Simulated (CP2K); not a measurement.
The system is Ta.

```
Ta
1.0
     2.86010    0.00000    0.00000
    -0.95337    2.69653    0.00000
    -0.95337   -1.34826    2.33526
Ta
1
Direct
  0.00000 0.00000 0.00000
```

Program: CP2K 2026.2. Alike in all runs: no spin polarisation; cell as given; k mesh 11 × 11 × 11.

Question: Order these runs on this cell by their pressure, lowest first.
A. level PBE; potentials or basis POTENTIAL_UZH Ta GTH-PBE-q13; TZVP-MOLOPT-PBE-GTH basis; smearing fermi-dirac 0.05 eV; EPS_DEFAULT 1.0E-10; NGRIDS 5; potentials Ta GTH-PBE-q13 of POTENTIAL_UZH
B. level LDA; potentials or basis GTH_POTENTIALS Ta GTH-PADE-q13; TZVP-MOLOPT-PBE-GTH basis; smearing fermi-dirac 0.1 eV; EPS_DEFAULT 1.0E-9; NGRIDS 4; potentials Ta GTH-PADE-q13 of GTH_POTENTIALS; points a segment of the path (NPOINTS) 6; bands added on the path 2
C. level PBEsol; potentials or basis POTENTIAL_UZH Ta GTH-PBE-q13; TZVP-MOLOPT-PBE-GTH basis; smearing fermi-dirac 0.0259 eV; EPS_DEFAULT 1.0E-9; NGRIDS 4; potentials Ta GTH-PBE-q13 of POTENTIAL_UZH; points a segment of the path (NPOINTS) 8; bands added on the path 2

Answer: B (-12.7 GPa), C (-4.3 GPa), A (1.5 GPa).

Caveats: the basis of atomic orbitals isn't converged, which shifts pressures, moduli and gaps; the potentials were made for another functional, which shifts forces and pressure (some runs).

Not every run made on this cell is shown here.
